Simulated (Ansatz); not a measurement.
Pb: band structure with PBE

The system is Pb, a slab with vacuum.

```
Pb
1.0
     3.48000    0.00000    0.00000
    -1.74000    3.01377    0.00000
     0.00000    0.00000   23.38500
Pb
4
Direct
  0.66667 0.33333 0.32072
  0.33333 0.66667 0.44024
  0.66667 0.33333 0.55976
  0.33333 0.66667 0.67928
```

The slab is cut from a database's or a generator's crystal, which needn't be the stable form of the element.

The cell isn't the ideal one: the (0 0 1) slab of Pb, cut from the database cell, not relaxed.

| Property | Result |
| --- | --- |
| Program | Ansatz 0.2.0 |
| Task | band structure |
| Functional | PBE |
| Potentials or basis | PseudoDojo standard (PBE files) |
| Cutoff | 850 eV |
| Density cutoff | 3400 eV |
| k mesh | 9 × 9 × 1 |
| Occupations | fermi-dirac, width 0.05 eV |
| Spin | no spin polarisation |
| Boundary along the surface normal | dipole_correction |
| Path | [["G", "M", "K", "G"]] |
| Points for each segment of the path | 14 |
| Miller | [0, 0, 1] |
| Bulk formula | Pb |

```json
{
  "Largest force": "0.403 eV/Å",
  "Band gap on the k mesh": "none (metal or under the smearing width)",
  "Work function of the upper face": "3.80 eV",
  "Work function of the lower face": "3.80 eV",
  "Dipole across the slab": "0.000 e·Å"
}
```

Forces on the atoms (eV/Å):
```
Pb   0.000  0.000 -0.014
Pb   0.000  0.000 -0.403
Pb   0.000  0.000  0.403
Pb   0.000  0.000  0.014
```

Levels at the corners of the path, in eV from the Fermi level:
```
point  band 25  band 26  band 27  band 28  band 29  band 30  band 31  band 32
    Γ    -3.44    -1.41     1.11     3.11     3.55     4.98     5.02     5.87
    M    -3.60    -3.39    -2.83    -1.91     0.33     1.82     2.34     2.72
    K    -2.57    -2.07    -2.07    -1.81    -0.92    -0.92    -0.73     0.39
    Γ    -3.44    -1.41     1.11     3.11     3.55     4.98     5.02     5.87
```

Run time: 20 s on 4 threads of Arm Neoverse V2, on a shared host, peak memory 1.2 GiB.

Caveat: spin-orbit coupling is left out, which moves the levels of the heavy elements.
